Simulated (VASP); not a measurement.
# Sn2Ge (P-3m1) in VASP: a series of runs

The runs below take Sn2Ge through single point, relaxation of cell and atoms, with PBE.

Everything below comes from runs of VASP 6.6.1. Logs are shortened: lines on timing, memory, paths and dates and some standing lists are left out, and cuts for length are marked.

### 1 Starting point

It takes space group P-3m1 (No. 164, trigonal). The conventional cell has a = 4.499 Å, b = 4.499 Å, c = 11.041 Å, α = 90.00°, β = 90.00°, γ = 120.00°. Around Sn (site symmetry 3m) lie 3 Ge at 2.73 Å and 1 Sn at 2.87 Å. Sn (site symmetry 3m) has 4 Sn at 2.81 to 2.87 Å as nearest neighbours. Ge (site symmetry 3m) is surrounded by 1 Ge at 2.51 Å and 3 Sn at 2.73 Å.

The cell was built by a generator and needn't be a form met in nature.

### 2 Single point, PBE

Contents of INCAR:

```
PREC = Normal
ENCUT = 520
EDIFF = 1E-5
ISMEAR = 0
SIGMA = 0.15
LREAL = Auto
LASPH = True
NELM = 80
ALGO = Fast
ISIF = 2
LWAVE = False
LCHARG = False
GGA = PE
NBANDS = 96
```

Contents of KPOINTS:

```
Automatic mesh
0
Gamma
  3 3 2
```

Contents of POSCAR:

```
Sn2Ge
1.0
    4.4987930000      0.0000000000      0.0000000000
   -4.4987920000      7.7921380000      0.0000000000
    0.0000000000      0.0000000000     11.0405200000
Sn Ge
8 4
Direct
    0.3333330000      0.3333335000      0.8094170000
    0.3333330000      0.8333335000      0.8094170000
    0.6666670000      0.1666665000      0.1905830000
    0.6666670000      0.6666665000      0.1905830000
    0.3333330000      0.3333335000      0.5490820000
    0.3333330000      0.8333335000      0.5490820000
    0.6666670000      0.1666665000      0.4509180000
    0.6666670000      0.6666665000      0.4509180000
    0.0000000000      0.0000000000      0.8864490000
    0.0000000000      0.5000000000      0.8864490000
    0.0000000000      0.0000000000      0.1135510000
    0.0000000000      0.5000000000      0.1135510000
```

Potentials or basis: VASP PAW PBE potentials, release 64 (Sn_d, Ge_d).

On the command line:

```console
$ cat potpaw_PBE.64/Sn_d/POTCAR potpaw_PBE.64/Ge_d/POTCAR > POTCAR
$ mpirun -np 4 vasp_std > vasp.out
```

OUTCAR:

```text
PREC = Normal
   ENCUT = 520
   EDIFF = 1E-5
   ISMEAR = 0
   LREAL = Auto
   LASPH = True
   NELM = 80
   ISIF = 2
   GGA = PE

 ion  position               nearest neighbor table
   1  0.333  0.333  0.809-  10 2.73   9 2.73  10 2.73   5 2.87
   2  0.333  0.833  0.809-   9 2.73  10 2.73   9 2.73   6 2.87
   3  0.667  0.167  0.191-  11 2.73  12 2.73  11 2.73   7 2.87
   4  0.667  0.667  0.191-  12 2.73  11 2.73  12 2.73   8 2.87
   5  0.333  0.333  0.549-   8 2.81   7 2.81   7 2.81   1 2.87
   6  0.333  0.833  0.549-   7 2.81   8 2.81   8 2.81   2 2.87
   7  0.667  0.167  0.451-   6 2.81   5 2.81   5 2.81   3 2.87
   8  0.667  0.667  0.451-   5 2.81   6 2.81   6 2.81   4 2.87
   9  0.000  0.000  0.886-  11 2.51   2 2.73   1 2.73   2 2.73
  10  0.000  0.500  0.886-  12 2.51   1 2.73   2 2.73   1 2.73
  11  0.000  0.000  0.114-   9 2.51   3 2.73   4 2.73   3 2.73
  12  0.000  0.500  0.114-  10 2.51   4 2.73   3 2.73   4 2.73

  LATTYP: Found a simple orthorhombic cell.
 ALAT       =     4.4987930000
 B/A-ratio  =     1.7320507967
 C/A-ratio  =     2.4541071350

  Lattice vectors:

 A1 = (   4.4987930000,   0.0000000000,   0.0000000000)
 A2 = (   0.0000010000,   7.7921380000,   0.0000000000)
 A3 = (   0.0000000000,   0.0000000000,  11.0405200000)

Analysis of symmetry for initial positions (statically):
=====================================================================
 Subroutine PRICEL returns following result:

  LATTYP: Found a hexagonal cell.
 ALAT       =     4.4987930000
 C/A-ratio  =     2.4541071350

  Lattice vectors:

 A1 = (   4.4987930000,   0.0000000000,   0.0000000000)
 A2 = (  -2.2493960000,   3.8960690000,   0.0000000000)
 A3 = (   0.0000000000,   0.0000000000,  11.0405200000)

   2 primitive cells build up your supercell.

 Routine SETGRP: Setting up the symmetry group for a
 simple orthorhombic supercell.

 Subroutine GETGRP returns: Found  4 space group operations
 (whereof  4 operations were pure point group operations)
 out of a pool of  8 trial point group operations.

The static configuration has the point symmetry C_2h.

Analysis of symmetry for dynamics (positions and initial velocities):
=====================================================================
 Subroutine PRICEL returns following result:

  LATTYP: Found a hexagonal cell.
 ALAT       =     4.4987930000
 C/A-ratio  =     2.4541071350

  Lattice vectors:

 A1 = (   4.4987930000,   0.0000000000,   0.0000000000)
 A2 = (  -2.2493960000,   3.8960690000,   0.0000000000)
 A3 = (   0.0000000000,   0.0000000000,  11.0405200000)

   2 primitive cells build up your supercell.

 Routine SETGRP: Setting up the symmetry group for a
 simple orthorhombic supercell.

 Subroutine GETGRP returns: Found  4 space group operations
 (whereof  4 operations were pure point group operations)
 out of a pool of  8 trial point group operations.

The dynamic configuration has the point symmetry C_2h.

 Subroutine INISYM returns: Found  4 space group operations
 (whereof  4 operations are pure point group operations),
 and found     2 'primitive' translations

----------------------------------------------------------------------------------------

                                     Primitive cell

  volume of cell :     193.5139

  direct lattice vectors                    reciprocal lattice vectors
     4.498793000  0.000000000  0.000000000     0.222281843  0.128334454  0.000000000
    -2.249396000  3.896069000  0.000000000     0.000000000  0.256668966  0.000000000
     0.000000000  0.000000000 11.040520000     0.000000000  0.000000000  0.090575444

  length of vectors
     4.498793000  4.498792729 11.040520000     0.256668950  0.256668966  0.090575444

  position of ions in fractional coordinates (direct lattice)
     0.333333000  0.666667000  0.809417000
     0.666667000  0.333333000  0.190583000
     0.333333000  0.666667000  0.549082000
     0.666667000  0.333333000  0.450918000
     0.000000000  0.000000000  0.886449000
     0.000000000  0.000000000  0.113551000

  ion indices of the primitive-cell ions
   primitive index   ion index
                 1           1
                 2           3
                 3           5
                 4           7
                 5          10
                 6          12

----------------------------------------------------------------------------------------

 KPOINTS: Automatic mesh

Automatic generation of k-mesh.
 Grid dimensions read from file:
 generate k-points for:    3    3    2

 Generating k-lattice:

  Cartesian coordinates                     Fractional coordinates (reciprocal lattice)
     0.074093948  0.042778151  0.000000000     0.333333333 -0.000000000  0.000000000
     0.000000000  0.042778161  0.000000000     0.000000000  0.333333333  0.000000000
     0.000000000  0.000000000  0.045287722     0.000000000  0.000000000  0.500000000

  Length of vectors
     0.085556317  0.042778161  0.045287722

  Shift w.r.t. Gamma in fractional coordinates (k-lattice)
     0.000000000  0.000000000  0.000000000

 Subroutine IBZKPT returns following result:
 ===========================================

 Found      8 irreducible k-points:

 Following reciprocal coordinates:
            Coordinates               Weight
  0.000000  0.000000  0.000000      1.000000
  0.333333 -0.000000  0.000000      4.000000
  0.000000  0.333333  0.000000      2.000000
 -0.333333  0.333333  0.000000      2.000000
  0.000000  0.000000  0.500000      1.000000
  0.333333 -0.000000  0.500000      4.000000
  0.000000  0.333333  0.500000      2.000000
 -0.333333  0.333333  0.500000      2.000000
   k-points           NKPTS =      8   k-points in BZ     NKDIM =      8   number of bands    NBANDS=     96
   number of dos      NEDOS =    301   number of ions     NIONS =     12
   total plane-waves  NPLWV =  89600
   dimension x,y,z NGX =    28 NGY =   50 NGZ =   64
   dimension x,y,z NGXF=    56 NGYF=  100 NGZF=  128
   ions per type =               8   4
   NGX,Y,Z   is equivalent  to a cutoff of  10.35,  9.24,  9.64 a.u.
   NGXF,Y,Z  is equivalent  to a cutoff of  20.69, 18.48, 19.27 a.u.
 SYSTEM =  unknown system
   PREC   = normal    normal or accurate (medium, high low for compatibility)
   ISTART =      0    job   : 0-new  1-cont  2-samecut
   ICHARG =      2    charge: 1-file 2-atom 10-const
   ISPIN  =      1    spin polarized calculation?
   LNONCOLLINEAR =      F non collinear calculations
   LSORBIT =      F    spin-orbit coupling
   LASPH  =      T    aspherical Exc in radial PAW
   ENCUT  =  520.0 eV  38.22 Ry    6.18 a.u.   8.36 16.73 20.53*2*pi/ulx,y,z
   NELM   =     80;   NELMIN=  2; NELMDL= -5     # of ELM steps
   EDIFF  = 0.1E-04   stopping-criterion for ELM
   LREAL  =      T    real-space projection
   EDIFFG = 0.1E-03   stopping-criterion for IOM
   NSW    =      0    number of steps for IOM
   IBRION =     -1    ionic relax: 0-MD 1-quasi-New 2-CG
   NFREE  =      0    steps in history (QN), initial steepest desc. (CG)
   ISIF   =      2    stress and relaxation
   ISYM   =      2    0-nonsym 1-usesym 2-fastsym
   POTIM  = 0.5000    time-step for ionic-motion
   TEBEG  =    0.0;   TEEND  =   0.0 temperature during run
   PSTRESS=    0.0 pullay stress
   NELECT =     168.0000    total number of electrons
   NUPDOWN=      -1.0000    fix difference up-down
   EMIN   =  10.00;   EMAX   =-10.00  energy-range for DOS
   EFERMI =   0.00;   METHOD = LEGACY
   ISMEAR =     0;   SIGMA  =   0.15  broadening in eV -4-tet -1-fermi 0-gaus
   EFERMI_NEDOS =   21; number of points for ismear=-14 and -15
   IALGO  =     68    algorithm
   IMIX   =      4    mixing-type and parameters
     AMIX     =   0.40;   BMIX     =  1.00
     AMIX_MAG =   1.60;   BMIX_MAG =  1.00
  volume/ion in A,a.u.               =      32.25       217.65
  Fermi-wavevector in a.u.,A,eV,Ry     =   1.239549  2.342409 20.905119  1.536483
  Thomas-Fermi vector in A             =   2.374028
   LORBIT       =      0    0 simple, 1 ext, 2 COOP (PROOUT), +10 PAW based schemes
   GGA     = PE    functional components
   LHFCALC =     F    Hartree Fock is set to
   AEXX    =    0.0000 exact exchange contribution
   IVDW    =     0    specifies the selected vdW correction
   LEPSILON=     F    determine dielectric tensor
   LRPA    =     F    only Hartree local field effects (RPA)
 non-spin polarized calculation
 RMM-DIIS sequential band-by-band and
 Gauss-broadening in eV      SIGMA  =   0.15
  energy-cutoff  :      520.00
  volume of cell :      387.03
 maximum number of plane-waves:     10463
   NGX = 17   NGY = 33   NGZ = 41

 number of electron     168.0000026 magnetization

 Free energy of the ion-electron system (eV)
  ---------------------------------------------------
  ext. energy  EPLUGINS =         0.00000000
  ---------------------------------------------------
  free energy    TOTEN  =       -47.93128285 eV

  energy without entropy =      -47.91113594  energy(sigma->0) =      -47.92120939

 E-fermi :   4.7405     XC(G=0):  -8.8763

 val. band max:        4.7192019029   @ k =   0.0000   0.0000   0.5000
 cond. band min:       4.8494466722   @ k =   0.0000   0.0000   0.0000
 fundamental gap:      0.1302447694
 Fermi energy:         4.7404694483

 k-point     1 :       0.0000    0.0000    0.0000
  band No.  band energies     occupation
      1     -19.7588      2.00000
      2     -19.7584      2.00000
      3     -19.6941      2.00000
      4     -19.6939      2.00000
      5     -19.6816      2.00000
      6     -19.6814      2.00000
[... 88 lines left out ...]
     95       8.0179      0.00000
     96       8.1164      0.00000

 k-point     2 :       0.3333   -0.0000    0.0000
  band No.  band energies     occupation
      1     -19.7588      2.00000
      2     -19.7587      2.00000
      3     -19.6937      2.00000
      4     -19.6936      2.00000
      5     -19.6817      2.00000
      6     -19.6817      2.00000
[... 88 lines left out ...]
     95       8.3686      0.00000
     96       8.7968      0.00000

 k-point     3 :       0.0000    0.3333    0.0000
  band No.  band energies     occupation
      1     -19.7587      2.00000
      2     -19.7585      2.00000
      3     -19.6941      2.00000
      4     -19.6940      2.00000
      5     -19.6816      2.00000
      6     -19.6814      2.00000
[... 88 lines left out ...]
     95       8.0343      0.00000
     96       8.2603      0.00000

 k-point     4 :      -0.3333    0.3333    0.0000
  band No.  band energies     occupation
      1     -19.7589      2.00000
      2     -19.7587      2.00000
      3     -19.6937      2.00000
      4     -19.6936      2.00000
      5     -19.6818      2.00000
      6     -19.6817      2.00000
[... 88 lines left out ...]
     95       8.7505      0.00000
     96       8.9367      0.00000

 k-point     5 :       0.0000    0.0000    0.5000
  band No.  band energies     occupation
      1     -19.7588      2.00000
      2     -19.7584      2.00000
      3     -19.6941      2.00000
      4     -19.6939      2.00000
      5     -19.6816      2.00000
      6     -19.6814      2.00000
[... 88 lines left out ...]
     95       7.7675      0.00000
     96       7.8560      0.00000

 k-point     6 :       0.3333   -0.0000    0.5000
  band No.  band energies     occupation
      1     -19.7588      2.00000
      2     -19.7587      2.00000
      3     -19.6937      2.00000
      4     -19.6936      2.00000
      5     -19.6817      2.00000
      6     -19.6817      2.00000
[... 88 lines left out ...]
     95       8.1436      0.00000
     96       8.3377      0.00000

 k-point     7 :       0.0000    0.3333    0.5000
  band No.  band energies     occupation
      1     -19.7587      2.00000
      2     -19.7585      2.00000
      3     -19.6941      2.00000
      4     -19.6940      2.00000
      5     -19.6816      2.00000
      6     -19.6814      2.00000
[... 88 lines left out ...]
     95       8.1541      0.00000
     96       8.3025      0.00000

 k-point     8 :      -0.3333    0.3333    0.5000
  band No.  band energies     occupation
      1     -19.7589      2.00000
      2     -19.7587      2.00000
      3     -19.6937      2.00000
      4     -19.6936      2.00000
      5     -19.6818      2.00000
      6     -19.6817      2.00000
[... 88 lines left out ...]
     95       8.2033      0.00000
     96       8.2056      0.00000

------------------------ aborting loop because EDIFF is reached ----------------------------------------

  FORCE on cell =-STRESS in cart. coord.  units (eV):
  Direction    XX          YY          ZZ          XY          YZ          ZX
  --------------------------------------------------------------------------------------
  -------------------------------------------------------------------------------------
  Total        4.2333326     -0.3597519     -0.8505942     -0.0000000     -0.3799024     -0.0000000
  in kB       17.5247082     -1.4892635     -3.5212009     -0.0000002     -1.5726804     -0.0000002
  external PRESSURE =       4.1714146 kB  Pullay stress =       0.0000000 kB

 VOLUME and BASIS-vectors are now :
 -----------------------------------------------------------------------------
  energy-cutoff  :      520.00
  volume of cell :      387.03
      direct lattice vectors                 reciprocal lattice vectors
     4.498793000  0.000000000  0.000000000     0.222281843  0.128334454  0.000000000
    -4.498792000  7.792138000  0.000000000     0.000000000  0.128334483  0.000000000
     0.000000000  0.000000000 11.040520000     0.000000000  0.000000000  0.090575444

 POSITION                                       TOTAL-FORCE (eV/Angst)
 -----------------------------------------------------------------------------------
     -0.00000      2.59738      8.93638         0.000000      0.033264      0.187289
     -2.24940      6.49345      8.93638         0.000000      0.033264      0.187289
      2.24940      1.29869      2.10414        -0.000000     -0.033264     -0.187289
      0.00000      5.19476      2.10414        -0.000000     -0.033264     -0.187289
     -0.00000      2.59738      6.06215         0.000000      0.019551      0.052630
     -2.24940      6.49345      6.06215         0.000000      0.019551      0.052630
      2.24940      1.29869      4.97837        -0.000000     -0.019551     -0.052630
      0.00000      5.19476      4.97837        -0.000000     -0.019551     -0.052630
      0.00000      0.00000      9.78686        -0.000000     -0.022403     -0.134613
     -2.24940      3.89607      9.78686        -0.000000     -0.022403     -0.134613
      0.00000      0.00000      1.25366         0.000000      0.022403      0.134613
     -2.24940      3.89607      1.25366         0.000000      0.022403      0.134613
 -----------------------------------------------------------------------------------
    total drift:                                0.000000      0.000000      0.000000

  FREE ENERGIE OF THE ION-ELECTRON SYSTEM (eV)
  ---------------------------------------------------
  free  energy   TOTEN  =       -47.9312828484 eV

  energy  without entropy=      -47.9111359377  energy(sigma->0) =      -47.92120939
```

It took 40 s on 4 MPI ranks of Intel Xeon Platinum 8559C (Emerald Rapids), shared host; peak memory 0.2 GiB.

What came out:

| Item | Value |
| --- | --- |
| Free energy | -47.9313 eV |
| Pressure | 0.4 GPa |
| Largest force | 0.190 eV/Å |
| Band gap on the k mesh | none (metal or under the smearing width) |

Forces on the atoms (eV/Å):
```
Sn   0.000  0.033  0.187
Sn   0.000  0.033  0.187
Sn   0.000 -0.033 -0.187
Sn   0.000 -0.033 -0.187
Sn   0.000  0.020  0.053
Sn   0.000  0.020  0.053
Sn   0.000 -0.020 -0.053
Sn   0.000 -0.020 -0.053
Ge   0.000 -0.022 -0.135
Ge   0.000 -0.022 -0.135
Ge   0.000  0.022  0.135
Ge   0.000  0.022  0.135
```

Caveat: the k mesh is coarse (spacing up to 0.54 Å⁻¹), so the values aren't converged.

(Continued in part 2 of 2.)
